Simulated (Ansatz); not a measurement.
Relaxing Os

These are results of Ansatz, DFT PBE, scalar-relativistic, plane waves, PAW, not measurements. Cutoff 420 eV, Γ-centred k mesh, Gaussian smearing, no spin polarisation in the final step.

This is the end of a relaxation of cell and atoms.

```
Os
1.0
     1.37412    0.79335    6.56287
    -1.37412    0.79335    6.56287
     0.00000   -1.58670    6.56287
Os
3
Direct
  0.00000 0.00000 0.00000
  0.22070 0.22070 0.22070
  0.77930 0.77930 0.77930
```

Energies count from the standard state of Os at the same level.

**Question.** What space group does it have?

**Answer.** R-3m (No. 166). Conventional cell: a = 2.748 Å, c = 19.689 Å. Os on Wyckoff site a (1 atom of the primitive cell) has 12 Os at 2.73–2.75 Å; around Os on Wyckoff site c (2 atoms of the primitive cell) lie 12 Os at 2.65–2.75 Å.

**Question.** How far above the standard state of Os does it lie?

**Answer.** 0.05 eV/atom.

**Question.** Is it a metal?

**Answer.** Yes, bands cross the Fermi level on the 21×21×21 mesh.

The final run used a 21×21×21 mesh on its 3-atom cell and 0.10 eV smearing. The k mesh leaves about 4 meV/atom of noise in metals. Spin–orbit coupling is left out. The cell came from a trial start, so Os may not exist in this structure.